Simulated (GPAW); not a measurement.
Crystal: TiO.

```xyz
6
Lattice="4.0867 0.0000 0.0000 0.0000 4.0867 0.0000 0.0000 0.0000 4.0867" Properties=species:S:1:pos:R:3 pbc="T T T"
Ti    2.0433    0.0000    2.0433
Ti    0.0000    2.0433    2.0433
Ti    2.0433    2.0433    0.0000
O     0.0000    0.0000    2.0433
O     2.0433    0.0000    0.0000
O     0.0000    2.0433    0.0000
```

The cell comes from a database or a generator and needn't be the stable form of this composition.

Base run:

* Program: GPAW 26.7.0
* Functional: PBEsol
* Potentials or basis: PAW data sets generated in the run's folder for this functional
* Cutoff: 800 eV
* Basis: pw
* k mesh: 7 × 7 × 7
* Occupations: fermi-dirac, width 0.05 eV
* Spin: no spin polarisation
* Hubbard terms: Ti d U = 1 eV

Its results: pressure -5.7 GPa.

The run is repeated on the same cell with these changes: hubbard terms from Ti d U = 1 eV to Ti d U = 8 eV. What comes out?

Pressure 5.8 GPa.

Caveats: U without spin polarisation on a metal has little footing.
